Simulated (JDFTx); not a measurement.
Mo:

```
Mo
1.0
    -1.58381    1.58381    1.58381
     1.58381   -1.58381    1.58381
     1.58381    1.58381   -1.58381
Mo
1
Direct
  0.00000 0.00000 0.00000
```

| Quantity | Value |
| --- | --- |
| Program | JDFTx 1.7.0 (patched build) |
| Task | relaxation of cell and atoms |
| Functional | BLYP |
| Potentials or basis | SG15-PBE-1.2 with smoothed tails |
| Cutoff | 1088 eV |
| Density cutoff | 4354 eV |
| k mesh | 6 × 6 × 6 |
| Occupations | fermi-dirac, width 0.05 eV |
| Spin | no spin polarisation |

At the start: pressure 7.7 GPa; volume 15.89 Å³/atom.

**Question.** Where does the relaxation end?

**Answer.** Over 6 steps the energy falls by 11.5 meV/atom and the volume is 16.38 Å³/atom (+3.1 %); space group Im-3m (No. 229, to 0.05 Å).

The path:
| step | energy change (eV) | largest force (eV/Å) | pressure (GPa) | volume (Å³) |
| --- | --- | --- | --- | --- |
| 1 | 0.0000 | 0.0000 | 7.74 | 15.89 |
| 2 | -0.0027 | 0.0000 | 6.72 | 15.95 |
| 3 | -0.0114 | 0.0000 | 0.59 | 16.34 |
| 4 | -0.0115 | 0.0000 | 0.06 | 16.38 |
| 5 | -0.0115 | 0.0000 | 0.01 | 16.38 |
| 6 | -0.0115 | 0.0000 | -0.01 | 16.38 |

Final structure:
```
Mo
1.0
    -1.59988    1.59988    1.59988
     1.59988   -1.59988    1.59988
     1.59988    1.59988   -1.59988
Mo
1
Cartesian
  0.0000 0.0000 0.0000
```

Caveat: the k mesh is coarse (spacing up to 0.47 Å⁻¹), so the values aren't converged; the potentials were made for another functional, which shifts forces and pressure.
